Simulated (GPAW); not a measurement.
**GPAW run on CsI (Pm-3m, 2 atoms in the cell): self-consistent single point**

Method: PBEsol, GPAW PAW datasets PBEsol (made by gpaw-setup) (plane waves; GPAW).

This input was run:

```python
from ase import Atoms
from ase.units import GPa
from gpaw import GPAW, PW, FermiDirac

atoms = Atoms(['Cs', 'I'],
              cell=[[4.556290, 0.000000, 0.000000],
                    [0.000000, 4.556290, 0.000000],
                    [0.000000, 0.000000, 4.556290]],
              positions=[[0.000000, 0.000000, 0.000000],
                         [2.278145, 2.278145, 2.278145]],
              pbc=True)

calc = GPAW(mode=PW(600),
            xc='PBEsol',
            kpts=(3, 3, 3),
            occupations=FermiDirac(0.01),
            nbands=-8,
            convergence={'forces': 0.001, 'bands': -6},
            symmetry={'symmorphic': False, 'tolerance': 0.0005},
            maxiter=100,
            txt='-')

atoms.calc = calc

energy = atoms.get_potential_energy()
print('Energy (eV):', round(energy, 6))
forces = atoms.get_forces()
print('Forces (eV/Ang):')
print(forces.round(5))
stress = atoms.get_stress()
print('Stress (GPa, Voigt):', (stress / GPa).round(4))
```

Log, with long lists cut:

```
Input parameters:
  convergence: {bands: -6,
                forces: 0.001}
  kpts: [3 3 3]
  maxiter: 100
  mode: {ecut: 600.0,
         name: pw}
  nbands: -8
  occupations: {fixmagmom: False,
                name: fermi-dirac,
                width: 0.01}
  symmetry: {symmorphic: False,
             tolerance: 0.0005}
  xc: PBEsol

species:
  Cs:
    name: Caesium
    Z: 55.0
    valence: 9
    core: 46
    charge: 0.0
    file: Cs.PBEsol.gz

    # Using partial waves for Cs as LCAO basis

  I:
    name: Iodine
    Z: 53.0
    valence: 7
    core: 46
    charge: 0.0
    file: I.PBEsol.gz

    # Using partial waves for I as LCAO basis

Reference energy: -405175.069736  # eV

Spin-paired calculation

Convergence criteria:
 Maximum [total energy] change in last 3 cyles: 0.0005 eV / valence electron
 Maximum integral of absolute [dens]ity change: 0.0001 electrons / valence electron
 Maximum integral of absolute [eigenst]ate change: 4e-08 eV^2 / valence electron
 Maximum change in the atomic [forces] across last 2 cycles: 0.001 eV/Ang OR
Maximum error relative to the maximum force is below inf
 Maximum number of scf [iter]ations: 100

Symmetries present (total): 48
Symmetries with fractional translations: 0
27 k-points: 3 x 3 x 3 Monkhorst-Pack grid
4 k-points in the irreducible part of the Brillouin zone
       k-points in crystal coordinates                weights
   0:     0.00000000    0.00000000    0.00000000          1/27
   1:     0.33333333    0.00000000    0.00000000          6/27
   2:     0.33333333    0.33333333    0.00000000         12/27
   3:     0.33333333    0.33333333    0.33333333          8/27

Wave functions: Plane wave expansion
  Cutoff energy: 600.000 eV
  Number of coefficients (min, max): 3119, 3166
  Pulay-stress correction: 0.000000 eV/Ang^3 (de/decut=0.000000)

Occupation numbers: Fermi-Dirac:
  width: 0.0100  # eV

Eigensolver

Densities:
  Coarse grid: 27*27*27 grid
  Fine grid: 54*54*54 grid
  Total Charge: 0.000000

Density mixing:
  Method: separate
  Backend: pulay
  Linear mixing parameter: 0.05
  old densities: 5
  Damping of long wavelength oscillations: 50

Hamiltonian:
  XC and Coulomb potentials evaluated on a 54*54*54 grid
  External potential:
    NoExternalPotential

XC parameters: PBEsol with 2 nearest neighbor stencil

Number of atoms: 2
Number of atomic orbitals: 9
Number of bands in calculation: 16
Number of valence electrons: 16
Bands to converge: 10

Density initialized from atomic densities
  9 bands from LCAO basis set
  7 bands from random numbers

Atomic positions and initial magnetic moments

Positions:
   0 Cs     0.000000    0.000000    0.000000    ( 0.0000,  0.0000,  0.0000)
   1 I      2.278145    2.278145    2.278145    ( 0.0000,  0.0000,  0.0000)

Unit cell:
           periodic     x           y           z      points  spacing
  1. axis:    yes    4.556290    0.000000    0.000000    27     0.1688
  2. axis:    yes    0.000000    4.556290    0.000000    27     0.1688
  3. axis:    yes    0.000000    0.000000    4.556290    27     0.1688

  Lengths:   4.556290   4.556290   4.556290
  Angles:   90.000000  90.000000  90.000000

Effective grid spacing dv^(1/3) = 0.1688

     iter     time        total  log10-change:
                         energy   eigst   dens  force
iter:   1 --:--:--    -5.949807   +0.74
iter:   2 --:--:--    -5.910285   -0.23  -1.27
iter:   3 --:--:--    -5.715933   -0.16  -1.30
iter:   4 --:--:--    -5.716959   -1.63  -1.65
iter:   5 --:--:--    -5.713890c  -2.63  -1.67
iter:   6 --:--:--    -5.709998c  -3.19  -2.09
iter:   7 --:--:--    -5.710134c  -4.21  -2.37
iter:   8 --:--:--    -5.710176c  -4.88  -2.82
iter:   9 --:--:--    -5.710138c  -5.80  -3.09
iter:  10 --:--:--    -5.710164c  -5.88  -2.94
iter:  11 --:--:--    -5.710166c  -6.46  -3.56
iter:  12 --:--:--    -5.710166c  -7.97c -4.17c
iter:  13 --:--:--    -5.710166c  -8.81c -4.31c -22.92c

Converged after 13 iterations.

Dipole moment: (0.000000, 0.000000, 0.000000) |e|*Ang

Energy contributions relative to reference atoms: (reference = -405175.069736)

Kinetic:         +6.532022
Potential:       -6.121122
External:        +0.000000
XC:              -6.068634
Entropy (-ST):   -0.000000
Local:           -0.052431
SIC:             +0.000000
--------------------------
Free energy:     -5.710166
Extrapolated:    -5.710166

Showing only first 2 kpts
 Kpt  Band  Eigenvalues  Occupancy
  0     6      2.45312    2.00000
  0     7      2.45312    2.00000
  0     8      6.27336    0.00000
  0     9      6.61126    0.00000

  1     6      2.33291    2.00000
  1     7      2.33291    2.00000
  1     8      7.25140    0.00000
  1     9      8.04287    0.00000

Fermi level: 4.08140

Gap: 3.820 eV
Transition (v -> c):
  (s=0, k=0, n=7, [0.00, 0.00, 0.00]) -> (s=0, k=0, n=8, [0.00, 0.00, 0.00])
No difference between direct/indirect transitions
Energy (eV): -5.710166

Forces in eV/Ang:
  0 Cs   -0.00000   -0.00000   -0.00000
  1 I     0.00000   -0.00000    0.00000

Stress tensor:
     0.001478     0.000000     0.000000
     0.000000     0.001478     0.000000
     0.000000     0.000000     0.001478
Stress (GPa, Voigt): [0.2369 0.2369 0.2369 0.     0.     0.    ]
```

The run converged in 13 iterations. GPAW prints stress with tension positive.

The starting cell has typed, rounded lattice constants, without a prior relaxation at this level. Its lattice was rescaled by up to half a per cent. Spin-orbit coupling is off.
